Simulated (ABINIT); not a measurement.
CdF2: band structure with revPBE

The system is CdF2.

```
CELL_PARAMETERS angstrom
0.00000 2.69400 2.69400
2.69400 0.00000 2.69400
2.69400 2.69400 0.00000
ATOMIC_POSITIONS crystal
Cd 0.00000 0.00000 0.00000
F 0.75000 0.75000 0.75000
F 0.25000 0.25000 0.25000
```

| Property | Result |
| --- | --- |
| Program | ABINIT 10.8.3 (patched build) |
| Task | band structure |
| Functional | revPBE |
| Potentials or basis | JTH PAW PBE v2.0 |
| Cutoff | 626 eV |
| k mesh | 9 × 9 × 9 |
| Occupations | fermi-dirac, width 0.05 eV |
| Spin | no spin polarisation |
| Fine-grid cutoff | 1224.51 eV |
| Exchange and correlation inside the PAW spheres | full angular mesh (pawxcdev 0, this build's default; the released program takes 1) |

```yaml
Pressure: 8.6 GPa
Band_gap_on_the_k_mesh: 3.26 eV, indirect (least direct gap 3.73 eV)
Band_gap_along_the_path: 3.23 eV, indirect (least direct gap 3.73 eV)
Valence_electrons_inside_the_program's_atomic_spheres: Cd 10.27; F 5.67
```

Levels at the corners of the path, in eV from the valence-band top:
```csv
point,band 9,band 10,band 11,band 12,band 13,band 14,band 15,band 16,band 17,band 18
Γ,-0.97,-0.97,-0.50,-0.50,-0.50,3.23,12.85,12.85,12.85,17.98
X,-2.93,-2.93,-0.51,-0.09,-0.09,8.10,9.82,12.28,14.43,14.43
W,-2.58,-1.52,-1.52,-0.60,0.00,8.16,11.81,11.84,11.84,16.41
K,-2.51,-2.30,-0.95,-0.35,-0.20,8.06,10.90,11.41,14.62,14.67
Γ,-0.97,-0.97,-0.50,-0.50,-0.50,3.23,12.85,12.85,12.85,17.98
L,-2.25,-1.83,-1.83,-0.39,-0.39,7.27,9.38,14.63,14.63,18.42
U,-2.51,-2.30,-0.95,-0.35,-0.20,8.06,10.90,11.41,14.62,14.67
W,-2.58,-1.52,-1.52,-0.60,0.00,8.16,11.81,11.84,11.84,16.41
L,-2.25,-1.83,-1.83,-0.39,-0.39,7.27,9.38,14.63,14.63,18.42
K,-2.51,-2.30,-0.95,-0.35,-0.20,8.06,10.90,11.41,14.62,14.67
```

Wall time 110 s on 1 thread of Arm Neoverse V1, on a shared host, peak memory 0.18 GiB.

Caveat: the PAW data sets were made with another functional, which shifts forces and pressure a little. revPBE gaps usually lie below the measured ones, often by a third to a half.
